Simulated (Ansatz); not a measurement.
**As in Ansatz: the effect of target pressure**

Crystal: As.

```
CELL_PARAMETERS angstrom
2.70368 0.00000 0.00000
0.00000 2.70368 0.00000
0.00000 0.00000 2.70368
ATOMIC_POSITIONS crystal
As 0.50000 0.50000 0.50000
```

This isn't the form of As at room conditions, which is rhombohedral.

Alike in all runs:

* Program: Ansatz 0.2.0
* Task: relaxation of cell and atoms
* Functional: PBEsol
* Potentials or basis: Ansatz PAW
* Cutoff: 420 eV (not typed: the program's choice for these potentials)
* k mesh: 10 × 10 × 10
* Occupations: fermi-dirac, width 0.05 eV
* Spin: no spin polarisation

Each run relaxes the cell or the atoms first.

```tsv
target pressure	relaxed volume (Å³/atom)
0 GPa	19.42
2 GPa	?
5 GPa	18.49
10 GPa	17.76
20 GPa	16.63
30 GPa	15.71
```

**Question.** What does the run with target pressure 2 GPa give?

**Answer.** Relaxed volume 19.01 Å³/atom.

Worked out: In Murnaghan's law V^(-B') rises as a straight line in P. The other rows fit best with B' = 3.3, V0 = 19.40 Å³/atom and B0 = 99 GPa, which gives 19.02 Å³/atom at 2 GPa, against the run's 19.01.

Caveats: the plane-wave basis is chosen anew once the cell has moved, so the energies of steps on either side of that aren't comparable; the PAW data sets come from PBE, with cores solved anew for the run's functional, which leaves a small shift of forces and pressure; the volume moved by over 15 % at a fixed basis, so the end points are rough (some runs).
